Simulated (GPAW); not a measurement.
Wanted: an ASE script for a GPAW 26.7.0 run.

```yaml
Task: single point
Functional: PBE
Potentials_or_basis: GPAW PAW data sets (gpaw-data 1.2.1)
Cutoff: 600 eV
Basis: pw
k_mesh: 8 × 8 × 8
Occupations: gaussian, width 0.1 eV
Spin: no spin polarisation
Maxiter: 150
```

The structure of CdSe lies in CdSe.xyz:

```xyz
2
Lattice="4.3420191700 0.0000000000 0.0000000000 2.1710095850 3.7602989049 0.0000000000 2.1710095850 1.2534329683 3.5452438066" Properties=species:S:1:pos:R:3 pbc="T T T"
Cd     0.0000000000      0.0000000000      0.0000000000
Se     2.1710095850      1.2534329683      0.8863109516
```

Measurements of this composition are mostly on another form, of space group No. 186.

The cell isn't the ideal one: the cell as VASP's run set it.

The input as run:

run.py

```python
from ase.dft.bandgap import bandgap
from ase.io import read, write
from ase.units import GPa
from gpaw import GPAW, PW

atoms = read('CdSe.xyz')

calc = GPAW(mode=PW(600),
            xc='PBE',
            kpts={'size': (8, 8, 8), 'gamma': True},
            occupations={'name': 'methfessel-paxton', 'order': 0, 'width': 0.1},
            nbands=18,
            convergence={'density': 1e-05, 'energy': 1e-05},
            maxiter=150,
            txt='gpaw.txt')
atoms.calc = calc
energy = atoms.get_potential_energy()
forces = atoms.get_forces()
stress = atoms.get_stress()
calc.write('gs.gpw')
write('result.traj', atoms)
print(f'Energy: {energy:.6f} eV')
print('Forces (eV/A):')
print(forces.round(4))
print('Stress (GPa):', (stress / GPa).round(3))
print('Fermi level:', round(calc.get_fermi_level(), 4), 'eV')
print(f'Gap: {bandgap(calc)[0]:.4f} eV, direct: {bandgap(calc, direct=True)[0]:.4f} eV')
```

Potentials or basis: GPAW PAW data sets (gpaw-data 1.2.1), pw.

The run is started by

```bash
$ OMP_NUM_THREADS=1 python run.py
```

It gave:

* Pressure: 1.1 GPa
* Band gap on the k mesh: 0.54 eV, direct

It took 11 s on 1 thread of Intel(R) Xeon(R) Platinum 8375C CPU @ 2.90GHz (Ice Lake) (shared host), peak memory 0.17 GiB.
